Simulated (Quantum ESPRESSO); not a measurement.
# Zr: relaxation of cell and atoms with PBEsol

Crystal: Zr.

```xyz
2
Lattice="3.2320 0.0000 0.0000 -1.6160 2.7990 0.0000 0.0000 0.0000 5.1470" Properties=species:S:1:pos:R:3 pbc="T T T"
Zr    1.6160    0.9330    3.8603
Zr    0.0000    1.8660    1.2868
```

```json
{
 "Program": "Quantum ESPRESSO 7.5",
 "Task": "relaxation of cell and atoms",
 "Functional": "PBEsol",
 "Potentials or basis": "GBRV 1.5 PBEsol",
 "Cutoff": "707 eV",
 "Density cutoff": "5633 eV",
 "k mesh": "9 × 9 × 5",
 "Occupations": "fermi-dirac, width 0.05 eV",
 "Spin": "no spin polarisation",
 "Target pressure": "30 GPa",
 "Mixing beta": "0.5",
 "Most SCF iterations": "120",
 "SCF threshold": "4e-10 Ry",
 "Most ionic steps": "40",
 "Forc conv thr": "0.0004 Ry/bohr",
 "Etot conv thr": "1e-05 Ry",
 "Ion dynamics": "bfgs",
 "Cell dynamics": "bfgs",
 "Press conv thr": "0.3 kbar"
}
```

The relaxed volume is 18.08 Å³/atom, the relaxed cell is a = 2.931 Å, b = 2.931 Å, c = 4.863 Å, α = 90.00°, β = 90.00°, γ = 120.00° and the space group after relaxing (to 0.05 Å) is P6_3/mmc (No. 194). The energy change on relaxing (the enthalpy is what falls) is +339.8 meV/atom and the ionic steps are 8. The pressure after relaxing is 30.0 GPa and the band gap on the k mesh is none (metal or under the smearing width).

Step by step:
```
step  energy change (eV)  largest force (eV/Å)  pressure (GPa)  volume (Å³)
   1              0.0000                0.0000           -3.31        46.56
   2              0.2684                0.0000           17.14        39.09
   3              0.8254                0.0000           34.13        35.49
   4              0.6728                0.0000           29.96        36.24
   5              0.6613                0.0000           29.64        36.29
   6              0.6682                0.0000           29.76        36.23
   7              0.6786                0.0000           29.97        36.17
   8              0.6797                0.0000           30.00        36.17
```

Final structure:
```
Zr
1.0
     2.93053    0.00000    0.00000
    -1.46526    2.53791    0.00000
     0.00000    0.00000    4.86303
Zr
2
Direct
  0.66667 0.33333 0.75000
  0.33333 0.66667 0.25000
```

Levels at points of the mesh, in eV from the Fermi level:
```
           k point  band 9  band 10  band 11  band 12  band 13  band 14  band 15  band 16
(0.00, 0.00, 0.00)   -5.88    -3.69     0.63     0.95     0.95     1.80     1.80     2.14
```

Run time: 69 s on 2 MPI ranks on Arm Neoverse V2, with other jobs on the host, peak memory 0.28 GiB a rank.

Caveat: the volume moved by over 15 % at a fixed basis, so the end points are rough.
